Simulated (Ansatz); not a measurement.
Ca: input, output and frames of a trajectory

These are results of DFT PBE, scalar-relativistic, plane waves, PAW in Ansatz, not measurements. Settings: plane waves to 420 eV, k-mesh 2×2×2 (shifted by 0.5, 0.5, 0.5 steps), Fermi–Dirac smearing 0.1 eV. The mesh is coarse. No spin polarisation.

16 atoms, starting at 1.04 times the perfect crystal's volume (space group Immm, the cell as given, not relaxed at this level); Langevin thermostat and barostat at 1200 K (friction 0.005 fs⁻¹), target pressure 0 GPa; 16 steps of 3 fs. The run is short and not equilibrated. The steps keep the starting cell's plane waves.

The calculation finished and met its thresholds.

Time: 2.5 min on 4 threads of Arm Neoverse V1, on a shared host, peak memory 1.9 GiB.

Command:
```bash
ansatz run input.yaml --threads 4 --pin off --max-ram 5120MiB --backend cpu --events-out ev --progress --plain --runs-dir out
```

Input:
```yaml
crystal:
  lattice:
    - [8.4963039404, 0.0, -4.955063681]
    - [-8.4963039404, 0.0, -4.955063681]
    - [0.0, 8.5175573904, 4.955063681]
  atoms:
    - { symbol: Ca, position: [0.0, 0.5, 1.0] }
    - { symbol: Ca, position: [0.25, 0.25, 0.0] }
    - { symbol: Ca, position: [0.5, 0.0, 0.0] }
    - { symbol: Ca, position: [0.75, 0.5, 0.25] }
    - { symbol: Ca, position: [0.0, 0.25, 0.25] }
    - { symbol: Ca, position: [0.5, 0.5, 0.5] }
    - { symbol: Ca, position: [0.75, 0.75, 1.0] }
    - { symbol: Ca, position: [0.25, 0.0, 0.25] }
    - { symbol: Ca, position: [0.5, 0.75, 0.25] }
    - { symbol: Ca, position: [0.75, 0.25, 0.5] }
    - { symbol: Ca, position: [0.25, 0.5, 0.75] }
    - { symbol: Ca, position: [0.0, 0.0, 0.5] }
    - { symbol: Ca, position: [0.5, 0.25, 0.75] }
    - { symbol: Ca, position: [0.25, 0.75, 0.5] }
    - { symbol: Ca, position: [0.75, 1.0, 0.75] }
    - { symbol: Ca, position: [0.0, 0.75, 0.75] }
basis:
  ecutwfc: 420
kpoints:
  mp_grid: { grid: [2, 2, 2], shift: [0.5, 0.5, 0.5] }
hamiltonian:
  xc: pbe
scf:
  occupations: { method: fermi_dirac, width: 0.1034 }
  lower_state_search: "off"
  convergence: { dr2_threshold: 1.0e-07 }
output:
  forces: true
  stress: true
md:
  timestep: 3.0
  n_steps: 16
  ensemble: npt_langevin
  temperature: 1200.0
  initial_velocities: maxwell_boltzmann
  seed: 7637
  friction: 0.005
  pressure: 0.0
```

Output (its end):
```
...
Fermi energy:    4.584437 eV
--- Per-component energies (eV) ---
  E_band       = -2881.489868
  E_kinetic    = 4405.719304
  E_local      = -14095.422575  (includes V_loc(G=0)·N_el)
  E_nonlocal   = 1018.726330
  E_hartree    = 4763.961871
  E_xc         = -2171.947129
  E_vxc        = -2707.006415  (∫ρ·V_xc dr)
  E_paw        = -13731.829039  (= ΣΔE_a)
  E_vpaw       = -1031.431020  (= ΣTr[D̂ρ^β])
  E_aug_tail   = -0.000098  (compensation charges beyond the density's cutoff)
  E_ewald      = -9256.720812
  E_smearing   = -0.732933  (= −TS)
  E_closure    = 0.000000  (closes the sum)
  Σ components = -29068.245082   (vs F -29068.245082, Δ=0.00e0)
--- Forces (eV/Å), atoms counted from 1 ---
  atom   1  Ca     0.09563635    -0.07133684     0.27494779
  atom   2  Ca    -0.51856965    -0.06378399    -0.54918576
  atom   3  Ca     0.85529193    -0.08603207     0.24340356
  atom   4  Ca    -0.60827858     0.14943316     0.26668567
  atom   5  Ca    -0.34809093     0.05017055    -0.23310699
  atom   6  Ca    -0.00961468    -0.17756195     0.28098078
  atom   7  Ca     0.18245199    -0.79992261    -0.21774136
  atom   8  Ca     0.59214879     0.64222916     0.97105915
  atom   9  Ca     0.02783908     0.34454262     0.18873010
  atom  10  Ca     0.27338803     0.21953205     0.35324776
  atom  11  Ca    -0.33233422    -0.12067905    -0.51019151
  atom  12  Ca     0.31801772    -0.20570812     0.21929156
  atom  13  Ca    -0.03443561    -0.31614795    -0.76765613
  atom  14  Ca     0.47505492    -0.30546508    -0.44559285
  atom  15  Ca    -0.65992350     0.37636536    -0.12310957
  atom  16  Ca    -0.30857776     0.36436409     0.04824402
  max |Σ_I F_I| component: 6.21e-6 eV/Å
--- Stress (GPa, compression-positive) ---
       -0.476511      -0.014969       0.164344
       -0.014969      -0.467002       0.162271
        0.164344       0.162271       0.135270
  P = ⅓ Tr σ = -0.2694 GPa (-2.694 kbar)
--- MD trajectory: 16 steps, t = 0.0 → 48.0 fs ---
  final state: T = 587.0 K   F+E_penalty+E_count = -29068.24511044 eV   E_kin = 1.214065 eV
  conserved energy: peak-to-peak 1.602e-3 eV (1.001e-4 eV/atom) over 48.0 fs
  cell: V = 715.4311 Å³ at the end; means of 17 rows, the approach among them: V = 716.7314 Å³, P_inst = -0.4483 GPa
  mean static stress (GPa): xx -0.9888  yy -1.0242  zz -0.1993  yz 0.0533  xz 0.0657  xy -0.0026
  the result is of one more SCF, on plane waves selected at the last cell: its energy does not rank with the rows'
```

Frames along the run (Å, eV/Å; dE is the potential energy from the first frame):

```xyz
16
Lattice="8.496 0.000 -4.955 -8.496 0.000 -4.955 0.000 8.518 4.955" Properties=species:S:1:pos:R:3:forces:R:3 pbc="T T T" time_fs=0.00 dE_eV=0.0000 T_K=1125
Ca   -4.248    8.518    2.478    0.000    0.000    0.000
Ca    0.000    0.000   -2.478    0.000    0.000    0.000
Ca    4.248    0.000   -2.478    0.000    0.000    0.000
Ca    2.124    2.129   -4.955    0.000    0.000    0.000
Ca   -2.124    2.129    0.000    0.000    0.000    0.000
Ca    0.000    4.259   -2.478    0.000    0.000    0.000
Ca    0.000    8.518   -2.478    0.000    0.000    0.000
Ca    2.124    2.129    0.000    0.000    0.000    0.000
Ca   -2.124    2.129   -4.955    0.000    0.000    0.000
Ca    4.248    4.259   -2.478    0.000    0.000    0.000
Ca   -2.124    6.388    0.000    0.000    0.000    0.000
Ca    0.000    4.259    2.478    0.000    0.000    0.000
Ca    2.124    6.388    0.000    0.000    0.000    0.000
Ca   -4.248    4.259   -2.478    0.000    0.000    0.000
Ca   -2.124    6.388   -4.955    0.000    0.000    0.000
Ca   -6.372    6.388    0.000    0.000    0.000    0.000
16
Lattice="8.496 0.000 -4.955 -8.496 0.000 -4.955 0.000 8.518 4.955" Properties=species:S:1:pos:R:3:forces:R:3 pbc="T T T" time_fs=3.00 dE_eV=0.0101 T_K=1062
Ca   -4.254    8.516    2.459    0.005   -0.008    0.036
Ca    0.011   -0.012   -2.462   -0.029    0.015   -0.033
Ca    4.219    0.003   -2.474    0.066   -0.016    0.000
Ca    2.146    2.122   -4.967   -0.047    0.011    0.027
Ca   -2.118    2.124    0.007   -0.016    0.008   -0.030
Ca    0.006    4.273   -2.499   -0.003   -0.024    0.035
Ca   -0.003    8.550   -2.475    0.018   -0.057   -0.006
Ca    2.099    2.117   -0.039    0.038    0.050    0.072
Ca   -2.137    2.115   -4.951    0.013    0.032    0.000
Ca    4.246    4.257   -2.486    0.008    0.007    0.019
Ca   -2.114    6.394    0.011   -0.005    0.004   -0.034
Ca   -0.007    4.267    2.470    0.020   -0.031    0.029
Ca    2.121    6.399    0.022    0.007   -0.017   -0.054
Ca   -4.250    4.267   -2.454    0.007   -0.028   -0.051
Ca   -2.104    6.374   -4.942   -0.053    0.037   -0.016
Ca   -6.359    6.381   -0.002   -0.031    0.018    0.006
16
Lattice="8.497 0.000 -4.955 -8.497 0.000 -4.955 0.000 8.518 4.955" Properties=species:S:1:pos:R:3:forces:R:3 pbc="T T T" time_fs=6.00 dE_eV=0.0398 T_K=1086
Ca   -4.262    8.514    2.441    0.011   -0.014    0.070
Ca    0.023   -0.023   -2.447   -0.063    0.026   -0.070
Ca    4.190    0.006   -2.470    0.131   -0.033    0.000
Ca    2.169    2.114   -4.976   -0.092    0.025    0.049
Ca   -2.111    2.115    0.013   -0.038    0.019   -0.060
Ca    0.011    4.284   -2.520   -0.003   -0.046    0.074
Ca   -0.006    8.586   -2.471    0.035   -0.120   -0.011
Ca    2.072    2.103   -0.075    0.078    0.102    0.138
Ca   -2.151    2.104   -4.948    0.025    0.062    0.001
Ca    4.245    4.256   -2.496    0.015    0.012    0.039
Ca   -2.108    6.403    0.023   -0.006    0.005   -0.071
Ca   -0.015    4.277    2.460    0.042   -0.064    0.059
Ca    2.119    6.407    0.042    0.010   -0.029   -0.107
Ca   -4.253    4.277   -2.434    0.019   -0.057   -0.093
Ca   -2.084    6.360   -4.930   -0.104    0.074   -0.032
Ca   -6.349    6.372   -0.005   -0.059    0.039    0.013
16
Lattice="8.497 0.000 -4.956 -8.497 0.000 -4.956 0.000 8.519 4.956" Properties=species:S:1:pos:R:3:forces:R:3 pbc="T T T" time_fs=12.00 dE_eV=0.1560 T_K=1080
Ca   -4.291    8.508    2.395    0.026   -0.021    0.144
Ca    0.048   -0.045   -2.417   -0.140    0.032   -0.152
Ca    4.143    0.011   -2.465    0.241   -0.067    0.013
Ca    2.222    2.094   -4.997   -0.189    0.058    0.095
Ca   -2.099    2.101    0.014   -0.091    0.038   -0.109
Ca    0.014    4.300   -2.555    0.002   -0.084    0.133
Ca   -0.014    8.662   -2.462    0.066   -0.251   -0.023
Ca    2.009    2.084   -0.146    0.172    0.194    0.262
Ca   -2.180    2.075   -4.945    0.046    0.135    0.018
Ca    4.240    4.257   -2.516    0.031    0.008    0.080
Ca   -2.096    6.421    0.056   -0.006    0.002   -0.157
Ca   -0.033    4.295    2.444    0.078   -0.130    0.115
Ca    2.114    6.413    0.077    0.017   -0.037   -0.204
Ca   -4.265    4.302   -2.396    0.063   -0.113   -0.172
Ca   -2.046    6.338   -4.905   -0.203    0.145   -0.073
Ca   -6.336    6.347   -0.012   -0.111    0.091    0.030
16
Lattice="8.498 0.000 -4.956 -8.498 0.000 -4.956 0.000 8.519 4.956" Properties=species:S:1:pos:R:3:forces:R:3 pbc="T T T" time_fs=15.00 dE_eV=0.2391 T_K=1097
Ca   -4.306    8.505    2.369    0.031   -0.022    0.180
Ca    0.061   -0.055   -2.401   -0.179    0.026   -0.199
Ca    4.120    0.015   -2.464    0.296   -0.086    0.027
Ca    2.249    2.082   -5.006   -0.237    0.074    0.118
Ca   -2.094    2.097    0.011   -0.117    0.045   -0.128
Ca    0.015    4.304   -2.570    0.003   -0.099    0.156
Ca   -0.018    8.700   -2.456    0.079   -0.312   -0.034
Ca    1.979    2.075   -0.182    0.219    0.240    0.327
Ca   -2.195    2.063   -4.942    0.053    0.171    0.027
Ca    4.236    4.258   -2.528    0.044    0.004    0.103
Ca   -2.088    6.432    0.071   -0.011   -0.002   -0.197
Ca   -0.041    4.301    2.439    0.095   -0.154    0.135
Ca    2.113    6.417    0.092    0.015   -0.042   -0.249
Ca   -4.276    4.316   -2.378    0.095   -0.139   -0.209
Ca   -2.029    6.329   -4.895   -0.249    0.175   -0.089
Ca   -6.332    6.333   -0.012   -0.137    0.120    0.032
16
Lattice="8.498 0.000 -4.956 -8.498 0.000 -4.956 0.000 8.519 4.956" Properties=species:S:1:pos:R:3:forces:R:3 pbc="T T T" time_fs=18.00 dE_eV=0.3393 T_K=1128
Ca   -4.323    8.500    2.343    0.039   -0.018    0.214
Ca    0.071   -0.064   -2.383   -0.216    0.017   -0.248
Ca    4.098    0.019   -2.461    0.355   -0.104    0.040
Ca    2.275    2.071   -5.017   -0.282    0.090    0.142
Ca   -2.089    2.093    0.008   -0.146    0.050   -0.147
Ca    0.017    4.308   -2.583    0.005   -0.113    0.179
Ca   -0.022    8.739   -2.448    0.091   -0.371   -0.047
Ca    1.953    2.064   -0.218    0.260    0.291    0.398
Ca   -2.209    2.055   -4.938    0.055    0.202    0.036
Ca    4.227    4.258   -2.543    0.065    0.002    0.129
Ca   -2.076    6.443    0.089   -0.023   -0.007   -0.238
Ca   -0.052    4.303    2.434    0.119   -0.173    0.153
Ca    2.113    6.424    0.110    0.009   -0.054   -0.294
Ca   -4.288    4.332   -2.360    0.130   -0.162   -0.241
Ca   -2.010    6.323   -4.886   -0.297    0.200   -0.101
Ca   -6.330    6.320   -0.011   -0.164    0.149    0.026
16
Lattice="8.497 0.000 -4.956 -8.497 0.000 -4.956 0.000 8.519 4.956" Properties=species:S:1:pos:R:3:forces:R:3 pbc="T T T" time_fs=21.00 dE_eV=0.4533 T_K=1042
Ca   -4.342    8.494    2.321    0.048   -0.015    0.241
Ca    0.077   -0.070   -2.366   -0.249    0.007   -0.297
Ca    4.077    0.022   -2.460    0.412   -0.119    0.055
Ca    2.300    2.060   -5.029   -0.324    0.105    0.168
Ca   -2.084    2.091    0.003   -0.173    0.055   -0.164
Ca    0.021    4.312   -2.592    0.002   -0.127    0.199
Ca   -0.029    8.780   -2.440    0.104   -0.430   -0.061
Ca    1.930    2.051   -0.253    0.295    0.344    0.470
Ca   -2.224    2.051   -4.934    0.058    0.229    0.048
Ca    4.215    4.255   -2.556    0.088    0.005    0.153
Ca   -2.061    6.454    0.110   -0.043   -0.011   -0.280
Ca   -0.062    4.306    2.428    0.142   -0.190    0.172
Ca    2.111    6.434    0.129    0.005   -0.070   -0.342
Ca   -4.299    4.348   -2.344    0.166   -0.181   -0.270
Ca   -1.992    6.319   -4.879   -0.343    0.220   -0.110
Ca   -6.330    6.307   -0.009   -0.187    0.177    0.019
16
Lattice="8.496 0.000 -4.955 -8.496 0.000 -4.955 0.000 8.517 4.955" Properties=species:S:1:pos:R:3:forces:R:3 pbc="T T T" time_fs=27.00 dE_eV=0.7060 T_K=907
Ca   -4.374    8.487    2.280    0.057   -0.020    0.286
Ca    0.085   -0.075   -2.332   -0.316   -0.035   -0.400
Ca    4.039    0.019   -2.461    0.519   -0.125    0.095
Ca    2.342    2.048   -5.053   -0.402    0.117    0.215
Ca   -2.083    2.079   -0.011   -0.215    0.075   -0.186
Ca    0.025    4.319   -2.602   -0.001   -0.152    0.235
Ca   -0.046    8.855   -2.422    0.127   -0.530   -0.083
Ca    1.888    2.021   -0.313    0.368    0.452    0.607
Ca   -2.257    2.051   -4.926    0.063    0.266    0.068
Ca    4.195    4.236   -2.584    0.129    0.034    0.198
Ca   -2.031    6.477    0.146   -0.091   -0.017   -0.349
Ca   -0.081    4.316    2.413    0.178   -0.226    0.204
Ca    2.106    6.455    0.171   -0.003   -0.105   -0.444
Ca   -4.320    4.381   -2.308    0.241   -0.213   -0.327
Ca   -1.958    6.315   -4.866   -0.427    0.248   -0.125
Ca   -6.334    6.282   -0.003   -0.228    0.232    0.006
16
Lattice="8.495 0.000 -4.954 -8.495 0.000 -4.954 0.000 8.516 4.954" Properties=species:S:1:pos:R:3:forces:R:3 pbc="T T T" time_fs=30.00 dE_eV=0.8423 T_K=866
Ca   -4.390    8.486    2.261    0.060   -0.023    0.305
Ca    0.090   -0.075   -2.316   -0.355   -0.059   -0.447
Ca    4.021    0.017   -2.461    0.574   -0.121    0.117
Ca    2.360    2.043   -5.061   -0.436    0.122    0.231
Ca   -2.082    2.074   -0.018   -0.233    0.081   -0.197
Ca    0.025    4.322   -2.604    0.002   -0.162    0.250
Ca   -0.057    8.891   -2.411    0.140   -0.574   -0.098
Ca    1.867    2.009   -0.341    0.406    0.504    0.673
Ca   -2.272    2.056   -4.920    0.061    0.279    0.079
Ca    4.188    4.225   -2.600    0.145    0.052    0.223
Ca   -2.015    6.492    0.163   -0.119   -0.022   -0.379
Ca   -0.091    4.321    2.406    0.195   -0.239    0.218
Ca    2.102    6.466    0.193   -0.006   -0.125   -0.498
Ca   -4.330    4.398   -2.294    0.277   -0.230   -0.346
Ca   -1.942    6.312   -4.859   -0.463    0.264   -0.133
Ca   -6.336    6.273    0.000   -0.249    0.252    0.002
16
Lattice="8.493 0.000 -4.953 -8.493 0.000 -4.953 0.000 8.515 4.953" Properties=species:S:1:pos:R:3:forces:R:3 pbc="T T T" time_fs=33.00 dE_eV=0.9921 T_K=896
Ca   -4.405    8.487    2.246    0.064   -0.033    0.314
Ca    0.100   -0.076   -2.302   -0.409   -0.086   -0.492
Ca    4.002    0.017   -2.461    0.637   -0.118    0.137
Ca    2.381    2.037   -5.066   -0.473    0.130    0.244
Ca   -2.080    2.072   -0.023   -0.249    0.082   -0.211
Ca    0.024    4.325   -2.605    0.007   -0.167    0.260
Ca   -0.066    8.925   -2.399    0.156   -0.616   -0.115
Ca    1.848    1.998   -0.371    0.446    0.560    0.747
Ca   -2.284    2.061   -4.916    0.057    0.291    0.093
Ca    4.185    4.212   -2.616    0.155    0.077    0.246
Ca   -1.996    6.507    0.179   -0.151   -0.025   -0.404
Ca   -0.101    4.324    2.400    0.214   -0.249    0.233
Ca    2.098    6.477    0.217   -0.009   -0.146   -0.556
Ca   -4.341    4.415   -2.278    0.318   -0.252   -0.366
Ca   -1.929    6.309   -4.851   -0.493    0.283   -0.142
Ca   -6.336    6.266   -0.001   -0.271    0.269    0.011
16
Lattice="8.492 0.000 -4.952 -8.492 0.000 -4.952 0.000 8.513 4.952" Properties=species:S:1:pos:R:3:forces:R:3 pbc="T T T" time_fs=36.00 dE_eV=1.1472 T_K=809
Ca   -4.419    8.491    2.234    0.072   -0.045    0.315
Ca    0.111   -0.077   -2.287   -0.463   -0.109   -0.531
Ca    3.987    0.018   -2.459    0.695   -0.117    0.156
Ca    2.400    2.030   -5.071   -0.506    0.140    0.260
Ca   -2.074    2.073   -0.026   -0.268    0.079   -0.228
Ca    0.023    4.327   -2.607    0.013   -0.173    0.269
Ca   -0.070    8.960   -2.386    0.167   -0.659   -0.133
Ca    1.831    1.990   -0.397    0.485    0.612    0.816
Ca   -2.295    2.066   -4.914    0.050    0.305    0.111
Ca    4.183    4.201   -2.632    0.164    0.103    0.267
Ca   -1.974    6.526    0.193   -0.186   -0.033   -0.425
Ca   -0.114    4.325    2.398    0.238   -0.249    0.242
Ca    2.094    6.486    0.242   -0.010   -0.169   -0.608
Ca   -4.351    4.433   -2.260    0.360   -0.275   -0.387
Ca   -1.916    6.305   -4.844   -0.523    0.304   -0.147
Ca   -6.338    6.259   -0.002   -0.289    0.288    0.024
16
Lattice="8.490 0.000 -4.951 -8.490 0.000 -4.951 0.000 8.511 4.951" Properties=species:S:1:pos:R:3:forces:R:3 pbc="T T T" time_fs=42.00 dE_eV=1.4417 T_K=706
Ca   -4.451    8.496    2.217    0.090   -0.062    0.306
Ca    0.120   -0.088   -2.269   -0.511   -0.101   -0.561
Ca    3.966    0.023   -2.460    0.782   -0.104    0.207
Ca    2.433    2.018   -5.075   -0.559    0.160    0.273
Ca   -2.055    2.078   -0.037   -0.320    0.064   -0.248
Ca    0.026    4.333   -2.611    0.010   -0.178    0.282
Ca   -0.072    9.028   -2.361    0.174   -0.739   -0.172
Ca    1.798    1.994   -0.438    0.554    0.651    0.902
Ca   -2.319    2.075   -4.912    0.039    0.331    0.147
Ca    4.169    4.177   -2.670    0.204    0.158    0.309
Ca   -1.929    6.573    0.223   -0.264   -0.069   -0.475
Ca   -0.143    4.327    2.391    0.289   -0.238    0.251
Ca    2.092    6.516    0.287   -0.019   -0.237   -0.700
Ca   -4.364    4.463   -2.229    0.427   -0.303   -0.416
Ca   -1.886    6.297   -4.840   -0.592    0.343   -0.142
Ca   -6.351    6.249   -0.007   -0.305    0.323    0.036
16
Lattice="8.490 0.000 -4.951 -8.490 0.000 -4.951 0.000 8.511 4.951" Properties=species:S:1:pos:R:3:forces:R:3 pbc="T T T" time_fs=45.00 dE_eV=1.5726 T_K=630
Ca   -4.466    8.497    2.213    0.093   -0.065    0.295
Ca    0.121   -0.095   -2.267   -0.518   -0.084   -0.555
Ca    3.957    0.022   -2.460    0.822   -0.092    0.233
Ca    2.445    2.016   -5.072   -0.586    0.156    0.267
Ca   -2.050    2.079   -0.049   -0.336    0.055   -0.243
Ca    0.029    4.339   -2.611    0.000   -0.179    0.284
Ca   -0.074    9.058   -2.348    0.179   -0.770   -0.194
Ca    1.784    2.000   -0.459    0.577    0.647    0.936
Ca   -2.334    2.081   -4.914    0.032    0.338    0.166
Ca    4.155    4.165   -2.690    0.239    0.189    0.333
Ca   -1.912    6.595    0.236   -0.299   -0.092   -0.496
Ca   -0.156    4.325    2.390    0.308   -0.226    0.241
Ca    2.092    6.531    0.307   -0.027   -0.277   -0.740
Ca   -4.370    4.469   -2.217    0.450   -0.305   -0.430
Ca   -1.871    6.292   -4.844   -0.627    0.361   -0.134
Ca   -6.360    6.242   -0.011   -0.308    0.345    0.036
16
Lattice="8.489 0.000 -4.951 -8.489 0.000 -4.951 0.000 8.511 4.951" Properties=species:S:1:pos:R:3:forces:R:3 pbc="T T T" time_fs=48.00 dE_eV=1.6903 T_K=587
Ca   -4.479    8.498    2.215    0.096   -0.071    0.275
Ca    0.118   -0.100   -2.266   -0.519   -0.064   -0.549
Ca    3.949    0.023   -2.456    0.855   -0.086    0.243
Ca    2.453    2.015   -5.070   -0.608    0.149    0.267
Ca   -2.047    2.078   -0.062   -0.348    0.050   -0.233
Ca    0.030    4.346   -2.610   -0.010   -0.178    0.281
Ca   -0.078    9.085   -2.334    0.182   -0.800   -0.218
Ca    1.771    2.007   -0.479    0.592    0.642    0.971
Ca   -2.350    2.088   -4.917    0.028    0.345    0.189
Ca    4.140    4.154   -2.709    0.273    0.220    0.353
Ca   -1.896    6.617    0.246   -0.332   -0.121   -0.510
Ca   -0.166    4.320    2.391    0.318   -0.206    0.219
Ca    2.092    6.548    0.324   -0.034   -0.316   -0.768
Ca   -4.379    4.473   -2.206    0.475   -0.305   -0.446
Ca   -1.858    6.287   -4.849   -0.660    0.376   -0.123
Ca   -6.369    6.237   -0.019   -0.309    0.364    0.048
```